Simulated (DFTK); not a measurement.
## HfN in DFTK: convergence with cutoff

HfN:

```
Hf N
1.0
     3.19047    0.00000    0.00000
     1.59523    2.76302    0.00000
     1.59523    0.92101    2.60500
Hf N
1 1
Direct
  0.00000 0.00000 0.00000
  0.50000 0.50000 0.50000
```

| Quantity | Value |
| --- | --- |
| Program | DFTK 0.8.2 |
| Task | convergence study |
| Functional | LDA |
| Potentials or basis | cp2k.nc.sr.lda.v0_1.largecore.gth (LDA, GTH) |
| Cutoff | 571 eV |
| k mesh | 4 × 4 × 4 |
| Occupations | fermi-dirac, width 0.1 eV |
| Spin | collinear spin, ferromagnetic start |
| Starting moments | [0.5, 0.0] μB |

These are the settings of the first run; the series varies cutoff, with any setting tied to it.

Hardware: 1 thread of AMD EPYC 7R43 64-Core Processor (Zen 3), on a shared host.

```csv
cutoff,"energy less the tightest run, at zero smearing (meV/atom)",pressure (GPa),SCF cycles
571.439 eV,3893.19,-99.30,14
734.707 eV,1912.59,-58.99,14
897.976 eV,1023.48,-38.70,13
1142.88 eV,438.76,-24.69,14
1387.78 eV,191.86,-17.70,13
1632.68 eV,83.74,-14.03,13
1959.22 eV,24.25,-11.59,13
2367.39 eV,0.00,-10.38,14
```

Not settled before the last step: the energy (to 1 meV/atom), the pressure (to 0.1 GPa). The tightest run that finished is the yardstick and may itself not be fully converged.

Caveat, for the tightest run too: the k mesh is coarse (spacing up to 0.60 Å⁻¹), so the values aren't converged. Spin-orbit coupling is left out, which matters for the levels of Hf.
